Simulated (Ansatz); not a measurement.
# CdS: the cost of one run

Method: DFT PBEsol, scalar-relativistic, in Ansatz 0.2.0.

### 1 The starting structure

It takes space group F-43m (No. 216, cubic). Conventional cell: a = 5.886 Å, b = 5.886 Å, c = 5.886 Å, α = 90.00°, β = 90.00°, γ = 90.00°. Cd (site symmetry -43m) has 4 S at 2.55 Å as nearest neighbours. Around S (site symmetry -43m) lie 4 Cd at 2.55 Å.

Coordinates:

```
Cd S
1.0
     0.00000    2.94295    2.94295
     2.94295    0.00000    2.94295
     2.94295    2.94295    0.00000
Cd S
1 1
Direct
  0.00000 0.00000 0.00000
  0.75000 0.75000 0.75000
```

Atoms are numbered in the order of the input: Cd1, S2.

### 2 After the deformation

Space group F-43m before, I-4m2 after.

### 3 All-electron LAPW

Contents of input.yaml:

```yaml
crystal:
  lattice:
    - [0.0, 3.0312420688, 2.9429534649]
    - [3.0312420688, 0.0, 2.9429534649]
    - [3.0312420688, 3.0312420688, 0.0]
  atoms:
    - { symbol: Cd, position: [0.0, 0.0, 0.0] }
    - { symbol: S, position: [0.75, 0.75, 0.75] }
kpoints:
  mp_grid: { grid: [7, 7, 7] }
  band_path:
    path:
      - [0.0, 0.0, 0.0]
      - [0.0, 0.5, 0.5]
      - [0.25, 0.75, 0.5]
      - [0.0, 0.5, 0.0]
      - [0.0, 0.0, 0.0]
      - [0.5, 0.5, 0.0]
      - [0.3826125, 0.6173875, 0.0]
      - [-0.3826125, 0.3826125, 0.0]
      - [0.0, 0.0, 0.0]
    npoints: 5
scf:
  occupations: { method: fermi_dirac, width: 0.02 }
hamiltonian:
  xc: pbesol
  pseudopotentials: { kind: all_electron, lapw: { basis_error: 0.0005 } }
output:
  forces: true
  stress: true
  eigenvalues: true
```

On the command line:

```sh
$ ansatz run input.yaml --threads 1 --pin off --max-ram 3072MiB --backend cpu --events-out ev --progress --plain --runs-dir out
```

What time and memory should one allow on 1 thread of Arm Neoverse V1, shared host?

About 19 s, with a peak of 0.3 GiB.
